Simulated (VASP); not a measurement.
# SiC in VASP: further runs, part 2 of 2

VASP 6.6.1. The steps go on from the part before.

## Step 3: Relaxation of the atoms, PBEsol

INCAR

```
SYSTEM = SiC
PREC = Accurate
ENCUT = 520
EDIFF = 1E-6
ISMEAR = 0
SIGMA = 0.03
LREAL = Auto
LASPH = .True.
NELM = 80
ALGO = Normal
ISIF = 2
LWAVE = .False.
LCHARG = .False.
LDIPOL = .True.
IDIPOL = 3
DIPOL = 0.5 0.5 0.500
GGA = PS
IBRION = 2
NSW = 80
EDIFFG = -0.02
LUSENCCL = .False.
```

KPOINTS

```
Automatic mesh
0
Gamma
  9 3 1
  0 0 0
```

POSCAR

```
SiC
1.0
    3.0789836900      0.0000000000      0.0000000000
    0.0000000000     10.0795950000      0.0000000000
    0.0000000000      0.0000000000     25.6659096200
Si C
18 18
Direct
    0.4999999400      0.3121010000      0.2922164100
    0.4999999400      0.8121010000      0.2922164100
    0.9999994200      0.5621690000      0.3268469700
    0.5000004000      0.0621690000      0.3614776400
    0.9999998800      0.3121010000      0.3961082100
    0.9999998800      0.8121010000      0.3961082100
    0.4999993600      0.5621690000      0.4307387700
    0.0000003400      0.0621690000      0.4653694400
    0.4999998200      0.3121010000      0.5000000000
    0.4999998200      0.8121010000      0.5000000000
    0.9999993000      0.5621690000      0.5346305600
    0.5000002800      0.0621690000      0.5692612300
    0.9999997600      0.3121010000      0.6038917900
    0.9999997600      0.8121010000      0.6038917900
    0.4999992400      0.5621690000      0.6385223600
    0.0000002200      0.0621690000      0.6731530300
    0.4999997000      0.3121010000      0.7077835900
    0.4999997000      0.8121010000      0.7077835900
    0.4999999400      0.4995440000      0.2922164100
    0.4999999400      0.9995440000      0.2922164100
    0.9999994200      0.7501880000      0.3268469700
    0.5000004000      0.2501880000      0.3614776400
    0.9999998800      0.4995440000      0.3961082100
    0.9999998800      0.9995440000      0.3961082100
    0.4999993600      0.7501880000      0.4307387700
    0.0000003400      0.2501880000      0.4653694400
    0.4999998200      0.4995440000      0.5000000000
    0.4999998200      0.9995440000      0.5000000000
    0.9999993000      0.7501880000      0.5346305600
    0.5000002800      0.2501880000      0.5692612300
    0.9999997600      0.4995440000      0.6038917900
    0.9999997600      0.9995440000      0.6038917900
    0.4999992400      0.7501880000      0.6385223600
    0.0000002200      0.2501880000      0.6731530300
    0.4999997000      0.4995440000      0.7077835900
    0.4999997000      0.9995440000      0.7077835900
```

Potentials or basis: VASP PAW PBE potentials, release 64 (Si, C).

Started as:

```
> cat potpaw_PBE.64/Si/POTCAR potpaw_PBE.64/C/POTCAR > POTCAR
> mpirun -np 1 vasp_std > vasp.out
```

Wall time 48 min (1 × NVIDIA H100 80GB with 1 thread of AMD EPYC 7R13 (Zen 3), shared host); peak memory 1.8 GiB.

Results (log left out):

```
Free energy                  : -269.4720 eV
Energy gained by relaxing    : 40.9 meV/atom
Ionic steps                  : 22
Largest force after relaxing : 0.019 eV/Å
Band gap on the k mesh       : none (metal or under the smearing width)
```

Forces in eV/Å, atoms in the order of the input:
```
Si   0.000  0.006  0.006
Si   0.000  0.007 -0.002
Si   0.000 -0.006  0.012
Si   0.000 -0.003 -0.002
Si   0.000  0.005  0.018
Si   0.000  0.004 -0.003
Si   0.000  0.003  0.001
Si   0.000  0.006  0.000
Si   0.000 -0.007  0.007
Si   0.000 -0.007 -0.007
Si   0.000  0.006  0.000
Si   0.000  0.003 -0.001
Si   0.000  0.004  0.003
Si   0.000  0.005 -0.018
Si   0.000 -0.003  0.002
Si   0.000 -0.006 -0.012
Si   0.000  0.007  0.002
Si   0.000  0.006 -0.006
C    0.000 -0.002 -0.005
C    0.000 -0.002  0.017
C    0.000 -0.014  0.002
C    0.000 -0.002  0.017
C    0.000 -0.002 -0.009
C    0.000  0.009  0.005
C    0.000  0.008  0.000
C    0.000  0.004  0.018
C    0.000 -0.013  0.006
C    0.000 -0.013 -0.006
C    0.000  0.004 -0.018
C    0.000  0.008  0.000
C    0.000  0.009 -0.005
C    0.000 -0.002  0.009
C    0.000 -0.002 -0.017
C    0.000 -0.014 -0.002
C    0.000 -0.002 -0.017
C    0.000 -0.002  0.005
```

Step by step:
| step | energy change (eV) | largest force (eV/Å) | pressure (GPa) |
| --- | --- | --- | --- |
| 1 | 0.0000 | 2.3203 | -2.01 |
| 2 | -0.9662 | 1.5148 | -0.98 |
| 3 | -0.9666 | 1.5108 | -0.95 |
| 4 | -1.2596 | 1.0039 | -0.33 |
| 5 | -1.2605 | 0.9334 | -0.37 |
| 6 | -1.3710 | 0.4692 | -0.38 |
| 7 | -1.3720 | 0.4371 | -0.38 |
| 8 | -1.4184 | 0.2106 | -0.38 |
| 9 | -1.4257 | 0.2352 | -0.38 |
| 10 | -1.4474 | 0.1951 | -0.40 |
| 11 | -1.4480 | 0.2323 | -0.40 |
| 12 | -1.4623 | 0.1464 | -0.43 |
| 13 | -1.4624 | 0.1613 | -0.44 |
| 14 | -1.4654 | 0.2093 | -0.37 |
| 15 | -1.4661 | 0.1238 | -0.39 |
| 16 | -1.4689 | 0.0608 | -0.34 |
| 17 | -1.4691 | 0.0758 | -0.33 |
| 18 | -1.4710 | 0.0366 | -0.28 |
| 19 | -1.4710 | 0.0375 | -0.28 |
| 20 | -1.4714 | 0.0355 | -0.27 |
| 21 | -1.4714 | 0.0353 | -0.27 |
| 22 | -1.4717 | 0.0189 | -0.25 |

Final structure:
```yaml
crystal:
  lattice:
    - [3.07898, 0.00000, 0.00000]
    - [0.00000, 10.07959, 0.00000]
    - [0.00000, 0.00000, 25.66591]
  atoms:
    - { symbol: Si, position: [0.50000, 0.30941, 0.29281] }
    - { symbol: Si, position: [0.50000, 0.82988, 0.30290] }
    - { symbol: Si, position: [0.00000, 0.55613, 0.32351] }
    - { symbol: Si, position: [0.50000, 0.06187, 0.36077] }
    - { symbol: Si, position: [0.00000, 0.31375, 0.39574] }
    - { symbol: Si, position: [0.00000, 0.81361, 0.39682] }
    - { symbol: Si, position: [0.50000, 0.56146, 0.43009] }
    - { symbol: Si, position: [0.00000, 0.06270, 0.46565] }
    - { symbol: Si, position: [0.50000, 0.31319, 0.49991] }
    - { symbol: Si, position: [0.50000, 0.81319, 0.50009] }
    - { symbol: Si, position: [0.00000, 0.56270, 0.53435] }
    - { symbol: Si, position: [0.50000, 0.06146, 0.56991] }
    - { symbol: Si, position: [0.00000, 0.31361, 0.60318] }
    - { symbol: Si, position: [0.00000, 0.81375, 0.60426] }
    - { symbol: Si, position: [0.50000, 0.56186, 0.63923] }
    - { symbol: Si, position: [0.00000, 0.05613, 0.67649] }
    - { symbol: Si, position: [0.50000, 0.32988, 0.69710] }
    - { symbol: Si, position: [0.50000, 0.80941, 0.70719] }
    - { symbol: C, position: [0.50000, 0.48815, 0.29773] }
    - { symbol: C, position: [0.50000, 0.00344, 0.29271] }
    - { symbol: C, position: [0.00000, 0.74585, 0.32446] }
    - { symbol: C, position: [0.50000, 0.24771, 0.36299] }
    - { symbol: C, position: [0.00000, 0.50055, 0.39589] }
    - { symbol: C, position: [0.00000, 0.99926, 0.39674] }
    - { symbol: C, position: [0.50000, 0.74970, 0.43024] }
    - { symbol: C, position: [0.00000, 0.25074, 0.46566] }
    - { symbol: C, position: [0.50000, 0.50025, 0.49966] }
    - { symbol: C, position: [0.50000, 0.00025, 0.50034] }
    - { symbol: C, position: [0.00000, 0.75074, 0.53434] }
    - { symbol: C, position: [0.50000, 0.24970, 0.56976] }
    - { symbol: C, position: [0.00000, 0.49927, 0.60326] }
    - { symbol: C, position: [0.00000, 0.00055, 0.60411] }
    - { symbol: C, position: [0.50000, 0.74771, 0.63701] }
    - { symbol: C, position: [0.00000, 0.24585, 0.67554] }
    - { symbol: C, position: [0.50000, 0.50344, 0.70729] }
    - { symbol: C, position: [0.50000, 0.98815, 0.70227] }
```

Levels at points of the mesh, in eV from the Fermi level:
```tsv
k point	band 68	band 69	band 70	band 71	band 72	band 73	band 74	band 75
(0.00, 0.00, 0.00)	-0.97	-0.88	-0.86	-0.03	0.04	1.27	1.29	1.61
```

Caveat: the PAW data sets were made with another functional, which shifts forces and pressure a little.

## Step 4: Single point, PBEsol

INCAR

```
  PREC = Accurate
  ENCUT = 520
  EDIFF = 1E-6
  ISMEAR = 0
  SIGMA = 0.03
  LREAL = Auto
  LASPH = T
  NELM = 80
  ALGO = Normal
  ISIF = 2
  LWAVE = F
  LCHARG = F
  LDIPOL = T
  IDIPOL = 3
  DIPOL = 0.5 0.5 0.500
  GGA = PS
  LVHAR = T
  LVACPOTAV = T
  ICORELEVEL = 1
  LUSENCCL = F
```

KPOINTS

```
regular mesh
0
Gamma
  9 3 1
```

POSCAR

```
SiC                                     
1.0
    3.0789836900      0.0000000000      0.0000000000
    0.0000000000     10.0795950000      0.0000000000
    0.0000000000      0.0000000000     25.6659096200
  Si              C             
    18    18
Direct
     0.4999999400000021    0.3094111302654867    0.2928068657208950
     0.4999999400000021    0.8298776249428710    0.3028986991588932
     0.9999994200000017    0.5561323493896903    0.3235055148810003
     0.5000003999999976    0.0618650119002310    0.3607733991631356
     0.9999998799999972    0.3137477846008682    0.3957413500255629
     0.9999998799999972    0.8136052922119985    0.3968160472392631
     0.4999993599999968    0.5614632618109330    0.4300872250921908
     0.0000003399999997    0.0627018679523718    0.4656481448829647
     0.4999998199999993    0.3131897347846470    0.4999124929482411
     0.4999998199999993    0.8131897347846467    0.5000875070517591
     0.9999992999999989    0.5627018679523716    0.5343518551170354
     0.5000002800000019    0.0614632618109332    0.5699127749078089
     0.9999997600000015    0.3136052922119983    0.6031839527607370
     0.9999997600000015    0.8137477846008685    0.6042586499744371
     0.4999992400000011    0.5618650119002309    0.6392266008368644
     0.0000002199999969    0.0561323493896904    0.6764944851189997
     0.4999996999999965    0.3298776249428709    0.6971013008411067
     0.4999996999999965    0.8094111302654867    0.7071931342791050
     0.4999999400000021    0.4881464531314753    0.2977300616384559
     0.4999999400000021    0.0034442654487955    0.2927117244114461
     0.9999994200000017    0.7458499254559083    0.3244593853186881
     0.5000003999999976    0.2477099629310351    0.3629925751942535
     0.9999998799999972    0.5005503804532903    0.3958943143506727
     0.9999998799999972    0.9992650143110305    0.3967430503610280
     0.4999993599999968    0.7497008108874862    0.4302373491174047
     0.0000003399999997    0.2507448570479558    0.4656614709164771
     0.4999998199999993    0.5002472724739137    0.4996648317030036
     0.4999998199999993    0.0002472724739134    0.5003351682969965
     0.9999992999999989    0.7507448570479557    0.5343385290835232
     0.5000002800000019    0.2497008108874861    0.5697626508825953
     0.9999997600000015    0.4992650143110308    0.6032569496389720
     0.9999997600000015    0.0005503804532901    0.6041056856493271
     0.4999992400000011    0.7477099629310351    0.6370074248057465
     0.0000002199999969    0.2458499254559084    0.6755406146813121
     0.4999996999999965    0.5034442654487951    0.7072882755885535
     0.4999996999999965    0.9881464531314752    0.7022699383615439
```

Started as:

```
> cat potpaw_PBE.64/Si/POTCAR potpaw_PBE.64/C/POTCAR > POTCAR
> mpirun -np 1 vasp_std > vasp.out
```

Wall time 5.4 min (1 × NVIDIA H100 80GB with 1 thread of AMD EPYC 7R13 (Zen 3), shared host); peak memory 1.8 GiB.

The run converged. Its results:

| Item | Value |
| --- | --- |
| Free energy | -269.4720 eV |
| Largest force | 0.019 eV/Å |
| Band gap on the k mesh | none (metal or under the smearing width) |
| Work function of the upper face | 5.33 eV |
| Work function of the lower face | 5.33 eV |

Forces on the atoms (eV/Å):
```
Si   0.000  0.007  0.006
Si   0.000  0.005 -0.002
Si   0.000 -0.006  0.012
Si   0.000 -0.002 -0.001
Si   0.000  0.005  0.018
Si   0.000  0.004 -0.003
Si   0.000  0.003  0.001
Si   0.000  0.006  0.000
Si   0.000 -0.007  0.007
Si   0.000 -0.007 -0.007
Si   0.000  0.006  0.000
Si   0.000  0.003 -0.001
Si   0.000  0.004  0.003
Si   0.000  0.005 -0.018
Si   0.000 -0.002  0.001
Si   0.000 -0.006 -0.012
Si   0.000  0.005  0.002
Si   0.000  0.007 -0.006
C    0.000 -0.002 -0.005
C    0.000 -0.001  0.015
C    0.000 -0.014  0.002
C    0.000 -0.003  0.017
C    0.000 -0.002 -0.009
C    0.000  0.008  0.005
C    0.000  0.008  0.000
C    0.000  0.004  0.018
C    0.000 -0.013  0.006
C    0.000 -0.013 -0.006
C    0.000  0.004 -0.018
C    0.000  0.008  0.000
C    0.000  0.008 -0.005
C    0.000 -0.002  0.009
C    0.000 -0.003 -0.017
C    0.000 -0.014 -0.002
C    0.000 -0.001 -0.015
C    0.000 -0.002  0.005
```

Levels at points of the mesh, in eV from the Fermi level:
```csv
k point,band 68,band 69,band 70,band 71,band 72,band 73,band 74,band 75
"(0.00, 0.00, 0.00)",-0.97,-0.88,-0.86,-0.03,0.04,1.27,1.29,1.61
```

Core levels (eV, on the scale of the bands):
| atom | levels |
| --- | --- |
| 1 Si | 1s -1778.8, 2s -132.5, 2p -88.6 |
| 2 Si | 1s -1779.1, 2s -133.1, 2p -89.1 |
| 3 Si | 1s -1778.4, 2s -132.3, 2p -88.3 |
| 4 Si | 1s -1778.6, 2s -132.5, 2p -88.5 |
| 5 Si | 1s -1778.7, 2s -132.6, 2p -88.6 |
| 6 Si | 1s -1779.2, 2s -133.0, 2p -89.1 |

Caveat: the PAW data sets were made with another functional, which shifts forces and pressure a little.
